The first row looks wrong. At $\Gamma$, the centre of the Brillouin zone, PBE puts the lowest empty band only 0.050 eV above the highest filled one, while HSE06 puts it 0.879 eV above. The same crystal, with its atoms in the same places, is almost a metal at one level and an ordinary semiconductor at the other. No other row changes its appearance so much, yet the cause is at work in every row.

Calculated values. Band levels of InGa2As3, an ordered alloy on the zincblende lattice (Imm2, 6 atoms in the cell, conventional a = 4.101, b = 12.323, c = 5.828 Å), each level of theory counted from its own valence top. Ansatz 0.2.0, plane-wave PAW, 420 eV cutoff, no spin polarisation, cell relaxed with r2SCAN; cheaper level PBE on an 8×8×8 k mesh, costlier level HSE06 on 4×4×4.

| point name | band v2, cheaper level (eV) | band v1, cheaper level (eV) | band c1, cheaper level (eV) | band c2, cheaper level (eV) | band v2, costlier level (eV) | band v1, costlier level (eV) | band c1, costlier level (eV) | band c2, costlier level (eV) |
| --- | --- | --- | --- | --- | --- | --- | --- | --- |
| Gamma | -0.073 | 0.000 | 0.050 | 1.852 | -0.058 | 0.000 | 0.879 | 2.551 |
| X | -0.713 | -0.301 | 1.362 | 1.711 | -0.767 | -0.326 | 1.966 | 2.377 |
| F_0 | -2.226 | -1.403 | 1.641 | 1.830 | -2.402 | -1.501 | 2.254 | 2.447 |
| Sigma_0 | -2.226 | -1.403 | 1.641 | 1.830 | -2.402 | -1.501 | 2.254 | 2.447 |
| Lambda_0 | -0.910 | -0.685 | 1.051 | 1.126 | -0.957 | -0.746 | 1.779 | 1.857 |
| G_0 | -0.910 | -0.685 | 1.051 | 1.126 | -0.957 | -0.746 | 1.779 | 1.857 |
| R | -1.117 | -1.093 | 0.872 | 3.250 | -1.193 | -1.166 | 1.601 | 4.071 |
| W | -1.468 | -1.431 | 2.095 | 2.135 | -1.568 | -1.532 | 2.856 | 2.892 |
| S | -1.084 | -0.830 | 0.869 | 2.165 | -1.151 | -0.905 | 1.598 | 2.906 |

In the table v1 is the highest filled band and v2 the one below it, c1 is the lowest empty band and c2 the one above it. Each level of theory counts energy from its own valence top, which lies at $\Gamma$ in both. The lowest c1 also lies at $\Gamma$ in both, so the gap is simply c1 in the first row.

**The $\Gamma$ row: a small number left over from an ordinary error.** PBE's gap is less than a tenth of HSE06's, but the difference is 0.83 eV, and c1 rises by 0.6 eV or more at every other point too. Imagine taking about 0.8 eV from a gap of 5 eV: the material would still be an insulator. Taken from a gap of 0.9 eV, the same amount leaves almost nothing. The ratio between the two levels thus tells how narrow the gap is, and the difference tells how far the levels of theory disagree.

The disagreement comes from exchange. In PBE an electron in a filled state is partly repelled by its own charge, which pushes that state up. Exact exchange cancels this self-repulsion for filled states, while empty states have none to cancel and lose part of the attraction that PBE's potential gives them. HSE06 mixes in a fraction of exact exchange at short range, so filled and empty states move apart. On the internal energy scale of the two runs, taken as common to both, the valence top falls by about 0.4 eV and the conduction bottom rises by about as much.

PBE's remaining gap is also fragile. Spin–orbit coupling is absent at both levels; in GaAs and InAs it raises the valence top by roughly 0.1 eV, a recalled size that exceeds the whole PBE gap. Applied here, it would probably close that gap, but take only a modest part of HSE06's. The PBE gap also belongs to the r2SCAN cell: PBE finds this cell compressed, and in the larger cell that PBE prefers the gap would probably be narrower still. For the absorption edge, or for the density of thermally excited carriers, which depends exponentially on the gap, PBE is therefore unusable in this crystal.

**The X row: a test of the cheap repair.** A common remedy is the scissors shift: keep the PBE bands and lift all empty ones by one constant. It would be exact in the limit where the better treatment of exchange shifts every empty state equally and every filled state equally. The constant is the gap step at $\Gamma$,

$$\Delta = 0.879 - 0.050 = 0.829\ \text{eV},$$

and the estimate for c1 at any other point $k$ is

$$E_{\mathrm{c1}}^{\mathrm{est}}(k) = E_{\mathrm{c1}}^{\mathrm{PBE}}(k) + \Delta .$$

At X this gives $1.362 + 0.829 = 2.191$ eV, where HSE06 has 1.966 eV. The estimate is too high by 0.225 eV, the largest miss among the listed points. X took no part in setting $\Delta$, so this is a real test; at $\Gamma$ the agreement is built in. Over the six distinct points away from $\Gamma$ the average miss is 0.14 eV, as the output below shows. The shift removes most of the disagreement, but its limiting case is not reached.

Stretching the gaps by a common factor is no substitute. The factor that repairs $\Gamma$ is about 18, while the vertical gaps elsewhere, from v1 to c1 at the same point, need only 1.2 to 1.5. The correction is much closer to a constant energy than to a constant proportion.

**Why X moves less than $\Gamma$.** The shape of the cell offers a clue. Its long edge is three times its shortest, and the third edge is close to $\sqrt{2}$ times the shortest, as in a zincblende crystal repeated three times along a face diagonal. A larger cell has a smaller Brillouin zone, so three zincblende points fold onto each named point here. One of those folded onto this X is the zincblende point X.

In crystals such as GaAs the lowest empty state at $\Gamma$ is mostly an antibonding combination of s orbitals, while the one at the zincblende X has more p character. The s-like state is known to respond more strongly to the treatment of exchange. A plausible reason is that more of its charge lies close to the nuclei, where PBE's exchange potential is deepest, so it has more of that attraction to lose. The smaller step at X fits this picture. But neither the orbital make-up of these states nor which of the three folded points supplies c1 at X was resolved, so the table supports the explanation without proving it.

**F_0 and Sigma_0: the filled bands change too.** These two rows are equivalent points and count as one. Here v2 moves from −2.226 to −2.402 eV, the largest change of any filled level in the table. Away from $\Gamma$, both filled bands lie 5 to 9 % deeper in HSE06. Full Hartree–Fock exchange is known to make filled bands too wide, and a hybrid takes a part of that widening.

The widening also gives a rough check on the $\Gamma$ row. PBE is known to put the s-like state of InAs below the valence top, and with so small a gap it might do the same here. The PBE gap would then separate two p-like states, and the true top of the filled bands would lie about 0.05 eV higher. Such an error should show most in the shallowest level, v1 at X, yet that level deepens by about 8 %, much like the others. This speaks for the usual order of states, without proving it.

For someone assigning features of the upper valence band, this is mild: PBE keeps the general shape, with differences below 0.2 eV at the listed points. Close to the valence top the caution is different. The v1–v2 splitting at $\Gamma$ is below 0.1 eV at either level, whereas the missing spin–orbit splitting in such arsenides is roughly 0.3 to 0.4 eV. Hole masses and the finer structure there need spin–orbit coupling at either level. The light-hole mass needs a better gap as well, because the nearby conduction band strongly bends that hole band.

**Lambda_0, G_0, R and S: the side valleys.** Lambda_0 and G_0 are again one point listed twice. At this point and at R and S, c1 rises by about 0.73 eV, between the steps at X and $\Gamma$. R and S each contain a folded zincblende L point, where the lowest empty state mixes s and p character, so an intermediate step is what the picture suggests. Their c1 levels also agree within 0.003 eV at both levels of theory, as two descendants of the same valley might. No such simple ancestry is offered here for Lambda_0, and it was not tested whether that point is the bottom of a valley.

These rows matter for electrons in a strong field, which can scatter from the $\Gamma$ valley into side valleys. PBE puts c1 at S 0.82 eV above c1 at $\Gamma$; HSE06 puts it 0.72 eV above. The order of the c1 levels is the same in both, so PBE can say that S and R, practically level with each other, come next after $\Gamma$ among the listed points. It overstates their height above $\Gamma$ by about 0.1 eV, several times the thermal energy at room temperature, and that of X by about 0.2 eV. A scissors shift cannot help, because it moves all the valleys together.

**W: where the simple ordering runs out.** At W the c1 step is 0.76 eV, well above the 0.60 and 0.61 eV at X and F_0, although the level lies higher. The step therefore does not simply shrink as one climbs the conduction band. What should count is the character of the state, and for W that character is not known. Since v1 also sinks here, the vertical gap grows by 0.86 eV, about as much as at $\Gamma$.

For a coarse optical spectrum the scissors shift is still useful: the vertical gaps grow by 0.63 to 0.86 eV, so one constant places them within about 0.2 eV of HSE06 at the listed points. That is agreement with HSE06, not with nature. The ordered cell is a constructed model that need not be the stable form, and there is no measured gap here to judge HSE06 by. For related semiconductors the error of HSE06 is commonly a tenth or a few tenths of an eV.

**What the better level costs.** In PBE every electron feels one common local exchange–correlation potential. In HSE06 each state must be paired with every filled band at every mesh point: $42 \times 64 = 2688$ pairs on the 4×4×4 mesh, before symmetry or other savings. Doubling the mesh in each direction gives eight times as many states and eight times as many partners, hence 64 times the pairs. This is a strong reason to run the hybrid on a coarser mesh than PBE's 8×8×8, as was done here. The effect of that difference was not tested; it should be small beside steps of 0.6 to 0.8 eV, but differences of a few hundredths of an eV should not be interpreted on their own.

A sensible division of labour follows. PBE on a fine mesh serves for the broad course of the bands and for the order of valleys that lie well apart. It does not serve for the curvature of the conduction band at $\Gamma$: with so small a gap, the electrons there are expected to come out much too light. HSE06 should be evaluated at each valley that matters, not only at $\Gamma$, because each needs its own correction. If the gap itself must be right to 0.1 eV, spin–orbit coupling has to be added, the hybrid's mesh and the size of the cell tested, and the method checked against a measurement on a closely related crystal.

Numerical output:

```
Steps from PBE to HSE06 and valley heights in eV:
       row  c1 step  c2 step  c1 above Gamma PBE  c1 above Gamma HSE06  scissors miss c1  vertical gap step
     Gamma    0.829    0.699                   0                     0                 0              0.829
         X    0.604    0.666               1.312                 1.087             0.225              0.629
       F_0    0.613    0.617               1.591                 1.375             0.216              0.711
   Sigma_0    0.613    0.617               1.591                 1.375             0.216              0.711
  Lambda_0    0.728    0.731               1.001                   0.9             0.101              0.789
       G_0    0.728    0.731               1.001                   0.9             0.101              0.789
         R    0.729    0.821               0.822                 0.722               0.1              0.802
         W    0.761    0.757               2.045                 1.977             0.068              0.862
         S    0.729    0.741               0.819                 0.719               0.1              0.804
Gap step at Gamma, HSE06 less PBE (eV): 0.829
Gap ratio at Gamma, HSE06 over PBE: 17.58
Smallest vertical gap ratio away from Gamma: 1.234
Largest vertical gap ratio away from Gamma: 1.473
Mean scissors miss of c1 over six distinct points away from Gamma (eV): 0.135
Largest scissors miss of c1 (eV): 0.225
Least and then most deepening of v1 away from Gamma, least (percent): 6.679
Most deepening of v1 away from Gamma (percent): 9.036
Least deepening of v2 away from Gamma (percent): 5.165
Most deepening of v2 away from Gamma (percent): 7.907
Largest deepening of v2 (eV): 0.176
R less S in c1, PBE (eV): 0.003
R less S in c1, HSE06 (eV): 0.003
Long edge b over a: 3.005
Edge c over a, zincblende would give 1.414: 1.421
Pairs per state in the exchange operator, 4x4x4 mesh without symmetry: 2688
Pairs per state in the exchange operator, 8x8x8 mesh without symmetry: 21504
Growth of all exchange pairs from 4x4x4 to 8x8x8 without symmetry: 64
```
